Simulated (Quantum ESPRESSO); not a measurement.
CsPbCl3, 5 atoms in the cell. Symmetry: Pm-3m, No. 221, cubic system. The conventional cell has a = 5.605 Å, b = 5.605 Å, c = 5.605 Å, α = 90.00°, β = 90.00°, γ = 90.00°. Pb (site symmetry m-3m) has 6 Cl at 2.80 Å as nearest neighbours. Around Cs (site symmetry m-3m) lie 12 Cl at 3.96 Å. Around Cl (site symmetry 4/mmm) lie 2 Pb at 2.80 Å. 

```yaml
Program: Quantum ESPRESSO 7.5
Task: band structure
Functional: PBE
Potentials_or_basis: SSSP 1.3 efficiency PBE
Cutoff: 748 eV
Density_cutoff: 5987 eV
k_mesh: 5 × 5 × 5
Occupations: fermi-dirac, width 0.05 eV
Spin: no spin polarisation
Mixing_beta: 0.5
Most_SCF_iterations: 120
SCF_threshold: 1e-09 Ry
```

Potentials or basis: SSSP 1.3 efficiency PBE.

Command:

```bash
$ OMP_NUM_THREADS=1 mpirun -n 2 pw.x -nk 2 -in pw.in > pw.out
$ OMP_NUM_THREADS=1 mpirun -n 2 pw.x -nk 2 -in bands.in > bands.out
```

Hardware: 2 MPI ranks on AMD EPYC 9R45 96-Core Processor (Zen 5) (shared host).

Task: How long does it take, and how much memory?

Result: It took 3.2 min on 2 MPI ranks on AMD EPYC 9R45 96-Core Processor (Zen 5), with other jobs on the host, peak memory 0.9 GiB a rank. Counts: scf iterations 10, k pools 2, bands 31, k points 10, g dense 185183.
